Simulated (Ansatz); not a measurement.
Runs of Ansatz 0.2.0 on NaCl. Symmetry: Pm-3m, No. 221, cubic system. The conventional cell has a = 3.502 Å, b = 3.502 Å, c = 3.502 Å, α = 90.00°, β = 90.00°, γ = 90.00°. Cl (site symmetry m-3m) is surrounded by 8 Na at 3.03 Å. Around Na (site symmetry m-3m) lie 8 Cl at 3.03 Å. Measurements of this composition are mostly on another form, of space group No. 225.

| task | level | potentials or basis | cell | cutoff (eV) | smearing | basis error allowed | gap on the mesh (eV) | pressure (GPa) | relaxed volume (Å³/atom) |
| --- | --- | --- | --- | --- | --- | --- | --- | --- | --- |
| relaxation of cell and atoms | RPBE | all-electron LAPW, scalar-relativistic | relaxed | - | fermi-dirac 0.05 eV | 0.001 eV/atom | (b) | 0.0 | (a) |
| single point | PBEsol+D4 | all-electron LAPW, scalar-relativistic | as given | 140 | fermi-dirac 0.05 eV | 0.001 eV/atom | 3.84 | -1.7 | - |
| relaxation of cell and atoms | revPBE+D4 | all-electron LAPW, scalar-relativistic | relaxed | - | fermi-dirac 0.05 eV | 0.001 eV/atom | 4.22 | 0.0 | 21.63 |
| Born charges and dielectric tensor | LDA | all-electron PAW datasets made for the crystal | as given | 200 | fixed | - | 3.60 | - | - |

Alike in all rows: no spin polarisation; k mesh 8 × 8 × 8.

Q: Estimate the missing entries.

A: (a) 23.18; (b) 4.02.

Caveats: the program warned that the printed levels may be off, so bands, gaps and densities of states are rough (some runs).

A k mesh can miss the band edges.

The runs don't all hold the same shells in valence.

Runs at the PBE level aren't shown here.
